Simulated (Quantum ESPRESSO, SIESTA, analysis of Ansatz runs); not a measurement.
## H_i (antibonding, by C) in SiC (F-43m): levels and formation energies (SIESTA)

Question: at which Fermi levels does H_i (antibonding, by C) in SiC (F-43m) change its charge? Model: a cell of 54 host atoms with 1 H put in.

Main program and level: SIESTA 5.4.2; SIESTA numerical-orbital DFT, PBEsol, DZP basis, PseudoDojo 0.4.1 potentials converted to PSML; charged supercells in a uniform background, point-charge correction with alignment at far sites.

**What experiment says.**

For SiC, cubic 3C zincblende (literature value), “Insight into the structural, elastic and electronic properties of a new orthorhombic 6O-SiC polytype” (2020, pmc:7200658) quotes earlier work: band gap (indirect gap) 2.4 eV [literature value; measurement temperature and method not stated].

## (1) The starting structure

The cell holds 55 atoms: 27 Si, 27 C and 1 H. Cell: a = 9.283 Å, b = 9.283 Å, c = 9.283 Å, α = 60.0°, β = 60.0°, γ = 60.0°. It derives from SiC (space group F-43m). Nearest the centre at fractional (0.465, 0.465, 0.271): H55 at 0.00 Å, C28 at 1.10 Å, Si27 at 1.85 Å, Si33 at 1.85 Å, Si45 at 1.85 Å, C32 at 2.28 Å, C44 at 2.28 Å, C26 at 2.28 Å.

As a file:

```xyz
55
Lattice="0.0000 6.5644 6.5644 6.5644 0.0000 6.5644 6.5644 6.5644 0.0000" Properties=species:S:1:pos:R:3 pbc="T T T"
Si    0.0000    0.0000    0.0000
C     1.0941    1.0941    1.0941
Si    2.1882    2.1882    0.0000
C     3.2822    3.2822    1.0941
Si    4.3763    4.3763    0.0000
C     5.4703    5.4703    1.0941
Si    2.1882    0.0000    2.1882
C     3.2822    1.0941    3.2822
Si    4.3763    2.1882    2.1882
C     5.4703    3.2822    3.2822
Si    6.5644    4.3763    2.1882
C     7.6585    5.4703    3.2822
Si    4.3763    0.0000    4.3763
C     5.4703    1.0941    5.4703
Si    6.5644    2.1882    4.3763
C     7.6585    3.2822    5.4703
Si    8.7526    4.3763    4.3763
C     9.8466    5.4703    5.4703
Si    0.0000    2.1882    2.1882
C     1.0941    3.2822    3.2822
Si    2.1882    4.3763    2.1882
C     3.2822    5.4703    3.2822
Si    4.3763    6.5644    2.1882
C     5.4703    7.6585    3.2822
Si    2.1882    2.1882    4.3763
C     3.2822    3.2822    5.4703
Si    4.3763    4.3763    4.3763
C     5.4703    5.4703    5.4703
Si    6.5644    6.5644    4.3763
C     7.6585    7.6585    5.4703
Si    4.3763    2.1882    6.5644
C     5.4703    3.2822    7.6585
Si    6.5644    4.3763    6.5644
C     7.6585    5.4703    7.6585
Si    8.7526    6.5644    6.5644
C     9.8466    7.6585    7.6585
Si    0.0000    4.3763    4.3763
C     1.0941    5.4703    5.4703
Si    2.1882    6.5644    4.3763
C     3.2822    7.6585    5.4703
Si    4.3763    8.7526    4.3763
C     5.4703    9.8466    5.4703
Si    2.1882    4.3763    6.5644
C     3.2822    5.4703    7.6585
Si    4.3763    6.5644    6.5644
C     5.4703    7.6585    7.6585
Si    6.5644    8.7526    6.5644
C     7.6585    9.8466    7.6585
Si    4.3763    4.3763    8.7526
C     5.4703    5.4703    9.8466
Si    6.5644    6.5644    8.7526
C     7.6585    7.6585    9.8466
Si    8.7526    8.7526    8.7526
C     9.8466    9.8466    9.8466
H     4.8324    4.8324    6.1083
```

Known beforehand: the electronic dielectric constant, 7.10, and the static one, 10.43, from a response run on this crystal (DFPT, PBEsol, Quantum ESPRESSO) at that run's own cell.

The cell's shortest repeat is 9.3 Å.

The primitive cell was relaxed at this level beforehand, to 20.95 Å³.

The defect-free supercell was relaxed beforehand, from displaced atoms: they ended at most 0.01 Å from the sites they started about, so the symmetric structure holds.

## (2) Band edges

Levels are counted from the valence top, which comes from the unit cell, dense mesh; the energy of the host comes from the defect-free supercell at the defects' own k-points, so that the host's part of the sampling error cancels.

File host.fdf:

```
SystemName                      SiC
SystemLabel                     host
NumberOfSpecies                 2
NumberOfAtoms                   2
%block ChemicalSpeciesLabel
  1   14 Si
  2    6 C
%endblock ChemicalSpeciesLabel
LatticeConstant                 1.0 Ang
%block LatticeVectors
     0.000001000     2.188136000     2.188136000
     2.188136000     0.000001000     2.188136000
     2.188136000     2.188136000     0.000001000
%endblock LatticeVectors
AtomicCoordinatesFormat         Fractional
%block AtomicCoordinatesAndAtomicSpecies
     0.000003199     0.000003199     0.000003199  1
     0.249996972     0.249996972     0.249996972  2
%endblock AtomicCoordinatesAndAtomicSpecies
%block kgrid.MonkhorstPack
   12   0   0  0.00
    0  12   0  0.00
    0   0  12  0.00
%endblock kgrid.MonkhorstPack
XC.Functional                   GGA
XC.Authors                      PBEsol
PAO.BasisSize                   DZP
PAO.EnergyShift                 0.005 Ry
Mesh.Cutoff                     300 Ry
OccupationFunction              FD
ElectronicTemperature           0.01 eV
MaxSCFIterations                150
SCF.MustConverge                true
SCF.Mixer.Method                Pulay
SCF.Mixer.Weight                0.2
SCF.Mixer.History               10
SCF.DM.Tolerance                1.0e-4
SCF.H.Tolerance                 1.0e-3 eV
WriteForces                     true
Charge.Mulliken                 end
```

The run is started by

```sh
> OMP_NUM_THREADS=1 siesta host.fdf > host.out
```

The program printed:

```text
Version         : 5.4.2

                           ***********************
                           *  WELCOME TO SIESTA  *
                           ***********************

[...]
reinit: Reading from file host.fdf

reinit: -----------------------------------------------------------------------
reinit: System Name: SiC
reinit: -----------------------------------------------------------------------
reinit: System Label: host
reinit: -----------------------------------------------------------------------

initatom: Reading input for the pseudopotentials and atomic orbitals ----------
Species number:   1 Atomic number:   14 Label: Si
Species number:   2 Atomic number:    6 Label: C

[... pseudopotential checks and orbital generation ...]

prinput: Basis input

PAO.BasisType split

%block ChemicalSpeciesLabel
    1   14 Si                      # Species index, atomic number, species label
    2    6 C                       # Species index, atomic number, species label
%endblock ChemicalSpeciesLabel

%block PAO.Basis                 # Define Basis set
# WARNING: This information might be incomplete!
[...]
(Free)E + p*V (eV/cell)     -278.7432
Target enthalpy (eV/cell)     -278.7457
[...]
siesta: Final energy (eV):
siesta:  Band Struct. =    -101.151306
siesta:       Kinetic =     156.951378
siesta:       Hartree =      31.268314
siesta:         Exch. =     -90.540145
siesta:         Corr. =     -11.300426
siesta:   Exch.-corr. =    -101.840571
siesta:  Ion-electron =    -210.155603
siesta:       Ion-ion =    -154.969201
siesta:         Total =    -278.745682
siesta:         Fermi =      -6.333770
[...]
siesta: Stress tensor (static) (eV/Ang**3):
siesta:    -0.000116   -0.000014   -0.000014
siesta:    -0.000014   -0.000116   -0.000014
siesta:    -0.000014   -0.000014   -0.000116
[...]
siesta: Cell volume =         20.953310 Ang**3
[...]
siesta: Pressure (static):
siesta:                Solid            Molecule  Units
siesta:           0.00000127          0.00000094  Ry/Bohr**3
siesta:           0.00011615          0.00008588  eV/Ang**3
siesta:           0.18609376          0.13758881  kBar
[...]
mulliken: Qtot =        8.000

Mulliken Atomic Populations:
Atom #   charge [q] valence [e]  Species
     1    -0.114310    4.114310  Si
     2     0.114310    3.885690  C
 Total     0.000000

Job completed
```

Wall time 47 s (1 MPI rank of Intel Xeon Platinum 8259CL at 2.50GHz (Skylake/Cascade Lake), shared host); peak memory 0.2 GiB.

The gap at this level is 1.23 eV.

Test of the sampling: at one point at (¼, ¼, ¼) the host's energy lies 128 meV an atom above its value on the primitive cell's dense mesh, too far, so all defect runs take a 2×2×2 mesh.

[end of part 1 of 3]

[Logs are printed without paths, hosts, clocks, repeated set-up lines and the standing remarks that a program may print on its own settings, such as how far it seeks lower states.]

[Hosts, paths, dates, database ids (printed as entryN), source tags and the programs' standing remarks are cut or masked in the printed files.]

[For some hosts the program warned that the k-mesh of the response run may be too coarse for force constants and the static dielectric constant; such warnings are not shown here.]

[Charge tables in the logs are Mulliken or Hirshfeld populations, whose sizes and signs can differ; where basis functions stand at a vacancy, SIESTA counts their charge against the missing atom's valence.]

[In relaxation paths of CP2K, step 0 can be the structure after the first move, since the trajectory file begins there, and the last row can be the final structure solved once more.]
